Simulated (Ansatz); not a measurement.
**Cu: an axial (c/a) deformation path**

The task here is to estimate one member of a computed series from the others.

This is Cu in the hcp structure; at room conditions it is fcc.

Program: Ansatz 0.2.0. Level of theory: DFT PBE, scalar-relativistic, plane waves, PAW. These are calculated values, not measurements.

1 further run of the same task is left out (set aside as unsound or not needed).

## The starting structure

The structure is hexagonal, space group P6_3/mmc (No. 194). Conventional cell: a = 2.534 Å, b = 2.534 Å, c = 4.113 Å, α = 90.00°, β = 90.00°, γ = 120.00°. Cu (site symmetry -6m2) is surrounded by 12 Cu at 2.52 to 2.53 Å.

Structure file:

```cif
data_structure
_symmetry_space_group_name_H-M 'P6_3/mmc'
_symmetry_Int_Tables_number 194
_cell_length_a 2.5341
_cell_length_b 2.5341
_cell_length_c 4.1126
_cell_angle_alpha 90.000
_cell_angle_beta 90.000
_cell_angle_gamma 120.000
_cell_volume 22.87
loop_
_atom_site_label
_atom_site_type_symbol
_atom_site_symmetry_multiplicity
_atom_site_Wyckoff_symbol
_atom_site_fract_x
_atom_site_fract_y
_atom_site_fract_z
_atom_site_occupancy
Cu1 Cu 2 c 0.33333 0.66667 0.25000 1
```

The structure comes from the Materials Project (structure only).

Set-up of the first run:

input.yaml

```yaml
crystal:
  lattice:
    - [2.5340966698, 0.0, 0.0]
    - [-1.2670483349, 2.1945920917, 0.0]
    - [0.0, 0.0, 4.112571]
  atoms:
    - { symbol: Cu, position: [0.33333333, 0.66666667, 0.25] }
    - { symbol: Cu, position: [0.66666667, 0.33333333, 0.75] }
basis:
  ecutwfc: 420
kpoints:
  mp_grid: { grid: [12, 12, 4] }
hamiltonian:
  xc: pbe
scf:
  occupations: { method: gaussian, width: 0.1 }
output:
  forces: true
  stress: true
  eigenvalues: true
```

Started as:

```console
$ ansatz run input.yaml --threads 1 --pin off --max-ram 2560MiB --backend cpu --events-out ev --progress --plain --runs-dir out
```

Among the steps run: Probe: one point at the start; The undisturbed cell; Point ρ = 0.850; At ρ = 1.200; ρ = 0.920; At ρ = 1.100; ρ = 0.960; At ρ = 1.050; Point ρ = 0.800; ρ = 1.300.

One table of the session follows, with a row left open; its other results are not shown here.

It belongs to the step «The scan collected». Collected from the runs (energy zero: the undisturbed cell):

```
    ρ  ΔE (meV/atom)  pressure (GPa)
0.800          202.4            15.2
0.850          119.4            11.9
0.920           38.2             8.6
0.960           11.1             7.6
1.000            0.0             7.2
1.050            7.0             7.5
1.100              ?               ?
1.200          144.0            13.6
1.300          320.1            21.4
```

Q: Estimate the row for ρ = 1.100 from the others.

Worked estimate for «ΔE (meV/atom)». A straight line through the neighbours (1.050, 7.0) and (1.200, 144.0) gives 7.0 + (144.0 − 7.0) × (1.100 − 1.050) / (1.200 − 1.050) = 52.7; a parabola fitted to 4 rows on both sides gives 35.8.

As computed: ΔE (meV/atom): 34.6; pressure (GPa): 8.7. In «ΔE (meV/atom)» the line misses by +18.1 and the parabola by +1.2.
